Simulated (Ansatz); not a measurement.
Set up this calculation in Ansatz 0.2.0, as the native input.

- Task: single point
- Functional: PBE
- Potentials or basis: Ansatz PAW
- Cutoff: 800 eV
- Density cutoff: 3200 eV
- k mesh: 6 × 6 × 6
- Occupations: fermi-dirac, width 0.05 eV
- Spin: no spin polarisation

SiO2:

```
Si O
1.0
    -2.62334    4.77675    4.44167
     2.62334   -4.77675    4.44167
     2.62334    4.77675   -4.44167
Si O
4 8
Direct
  0.26034 0.84494 0.41540
  0.07045 0.15506 0.91540
  0.73966 0.15506 0.58460
  0.92955 0.84494 0.08460
  0.50000 0.00000 0.50000
  0.00000 0.00000 0.00000
  0.79318 0.00000 0.29318
  0.20682 0.50000 0.20682
  0.20682 0.00000 0.70682
  0.79318 0.50000 0.79318
  0.86931 0.11931 0.75000
  0.13069 0.88069 0.25000
```

The cell comes from a database or a generator and needn't be the stable form of this composition.

The input as run:

input.yaml

```yaml
crystal:
  lattice:
    - [-2.62333646, 4.776753505, 4.441674725]
    - [2.62333646, -4.776753505, 4.441674725]
    - [2.62333646, 4.776753505, -4.441674725]
  atoms:
    - { symbol: Si, position: [0.26034098, 0.84494489, 0.41539609] }
    - { symbol: Si, position: [0.0704512, 0.15505511, 0.91539609] }
    - { symbol: Si, position: [0.73965902, 0.15505511, 0.58460391] }
    - { symbol: Si, position: [0.9295488, 0.84494489, 0.08460391] }
    - { symbol: O, position: [0.5, 0.0, 0.5] }
    - { symbol: O, position: [0.0, 0.0, 0.0] }
    - { symbol: O, position: [0.79317541, 0.0, 0.29317541] }
    - { symbol: O, position: [0.20682459, 0.5, 0.20682459] }
    - { symbol: O, position: [0.20682459, 0.0, 0.70682459] }
    - { symbol: O, position: [0.79317541, 0.5, 0.79317541] }
    - { symbol: O, position: [0.86931113, 0.11931113, 0.75] }
    - { symbol: O, position: [0.13068887, 0.88068887, 0.25] }
hamiltonian:
  xc: pbe
  pseudopotentials: { kind: paw }
kpoints:
  mp_grid: { grid: [6, 6, 6] }
scf:
  occupations: { method: fermi_dirac, width: 0.05 }
basis:
  ecutwfc: "800 eV"
output:
  forces: true
  stress: true
  eigenvalues: true
  write_density: true
  write_potential: true
  elf: true
  volumetric_format: npy
```

Potentials or basis: Ansatz PAW.

Command:

```bash
$ ansatz run input.yaml --threads 4 --pin off --max-ram 11264MiB --backend cpu --events-out ev --progress --plain --runs-dir out
```

Results of the run:

```yaml
Pressure: 3.4 GPa
Largest_force: 0.304 eV/Å
Band_gap_on_the_k_mesh: 5.49 eV, direct
```

Wall time 26 s on 4 threads of Arm Neoverse V1 (shared host), peak memory 1.6 GiB.
